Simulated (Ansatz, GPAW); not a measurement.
# Al2Pt: 3 runs at one level of theory

```
Pt Al
1.0
     0.00000    2.95500    2.95500
     2.95500    0.00000    2.95500
     2.95500    2.95500    0.00000
Pt Al
1 2
Direct
  0.00000 0.00000 0.00000
  0.75000 0.75000 0.75000
  0.25000 0.25000 0.25000
```

Alike in all runs: task band structure; functional PBEsol; k mesh 8 × 8 × 8; occupations fermi-dirac, width 0.05 eV; no spin polarisation; no spin-orbit coupling. Pressure is positive in compression and, in plane waves, holds the error of the finite cutoff, which Ansatz's Pulay term estimates and takes out.

```csv
program and potentials,plane-wave cutoff (eV),notes,pressure (GPa)
"Ansatz, Ansatz PAW",420,"potentials made for PBE, which Ansatz adapts in part; 8 valence electrons an atom on average; Pulay term of +0.05 GPa included",-0.93
"Ansatz, all-electron LAPW, scalar-relativistic",-,-,-0.92
"GPAW, PAW data sets generated for this functional",600,7.33 valence electrons an atom on average,-0.48
```

The pressure spans -0.93 (Ansatz, Ansatz PAW) to -0.48 GPa (GPAW, PAW data sets generated for this functional), with all-electron results at -0.92.

The functional is the same throughout but for its coding, so the spread measures potentials, basis and numerics; runs on potential files found faulty are left out.
